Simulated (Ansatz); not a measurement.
Wanted: the native input for an Ansatz 0.2.0 run.

```yaml
Task: relaxation of cell and atoms
Functional: PBEsol
Dispersion: D4
Potentials_or_basis: Ansatz PAW
Cutoff: "420 eV (not typed: the program's choice for these potentials)"
k_mesh: 7 × 7 × 7
Occupations: fermi-dirac, width 0.05 eV
Spin: no spin polarisation
```

Crystal: Bi.

```
Bi
1.0
     2.26750    1.30914    3.93800
    -2.26750    1.30914    3.93800
     0.00000   -2.61828    3.93800
Bi
2
Cartesian
  0.0000 0.0000 9.0495
  0.0000 0.0000 2.7645
```

These files were run (other wordings do the same):

input.yaml

```yaml
crystal:
  lattice:
    - [2.2675, 1.3091417354, 3.938]
    - [-2.2675, 1.3091417354, 3.938]
    - [0.0, -2.6182834708, 3.938]
  atoms:
    - { symbol: Bi, position: [0.766, 0.766, 0.766] }
    - { symbol: Bi, position: [0.234, 0.234, 0.234] }
hamiltonian:
  xc: pbesol
  pseudopotentials: { kind: paw }
  dispersion: d4
kpoints:
  mp_grid: { grid: [7, 7, 7] }
scf:
  occupations: { method: fermi_dirac, width: 0.05 }
output:
  forces: true
  stress: true
  eigenvalues: true
relax:
  f_tol: 0.01
  max_steps: 40
  cell: { stress_tol: 0.05 }
```

Potentials or basis: Ansatz PAW.

Run with:

```console
$ ansatz run input.yaml --threads 2 --pin off --max-ram 5632MiB --backend cpu --events-out ev --progress --plain --runs-dir out
```

It gave:

```json
{"Relaxed volume": "33.25 Å³/atom", "Relaxed cell": "a = 4.593 Å, b = 4.593 Å, c = 4.593 Å, α = 58.72°, β = 58.72°, γ = 58.72°", "Space group after relaxing (to 0.05 Å)": "R-3m (No. 166)", "Energy gained by relaxing": "13.5 meV/atom", "Ionic steps": "5", "Pressure after relaxing": "0.0 GPa", "Largest force after relaxing": "0.007 eV/Å", "Band gap on the k mesh": "0.21 eV, indirect (least direct gap 0.59 eV)"}
```

Caveat: odd divisions of the mesh miss points on the zone boundary, where band edges often lie, so the gap on the mesh can be too wide; the plane-wave basis is chosen anew once the cell has moved, so the energies of steps on either side of that aren't comparable; spin-orbit coupling is left out, which as a rule narrows the gap of such compounds by several tenths of an eV; the PAW data sets come from PBE, with cores solved anew for the run's functional, which leaves a small shift of forces and pressure.

Wall time 8.4 s on 2 threads of AMD EPYC 7R43 64-Core Processor (Zen 3), with other jobs on the host, peak memory 0.4 GiB.
